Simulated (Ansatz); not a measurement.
We consider zinc-blende AlSb, described by PBE-D3(BJ) (plane waves, PAW; Ansatz, a first-principles code).

Numerical settings: plane-wave cutoff 520 eV, 10×10×10 k mesh, Fermi–Dirac smearing 0.01 eV, scalar-relativistic PAW data made under PBE.

Computed points:

```json
[
 {"V (Å³/atom)": "27.319", "E − E_lowest (meV/atom)": "19.83"},
 {"V (Å³/atom)": "27.900", "E − E_lowest (meV/atom)": "8.49"},
 {"V (Å³/atom)": "28.481", "E − E_lowest (meV/atom)": "2.04"},
 {"V (Å³/atom)": "29.062", "E − E_lowest (meV/atom)": "0.00"},
 {"V (Å³/atom)": "29.643", "E − E_lowest (meV/atom)": "1.90"},
 {"V (Å³/atom)": "30.225", "E − E_lowest (meV/atom)": "7.34"},
 {"V (Å³/atom)": "30.806", "E − E_lowest (meV/atom)": "15.96"}
]
```

Task: Estimate the bulk modulus and its pressure derivative from these points.

Result: V0 = 29.062 Å³/atom, B0 = 54.3 GPa, B′ = 4.4 (fit to the energies at full precision).

Measured, for comparison: bulk modulus 58.2 GPa (temperature not stated, no zero-point or thermal correction; as tabulated in Toher et al. (2017), arXiv:1611.05714); equilibrium volume per atom 28.77 Å³/atom (low temperature, thermal expansion removed or low-temperature value; zero-point expansion not removed; as tabulated in Zhang et al. (2018), doi:10.1088/1367-2630/aac7f0). Computed less measured: bulk modulus -7 %, equilibrium volume per atom +1.0 %.

Spin–orbit coupling is not included.

Computed values are for the static lattice.

The result took around 70 core-seconds (rough).
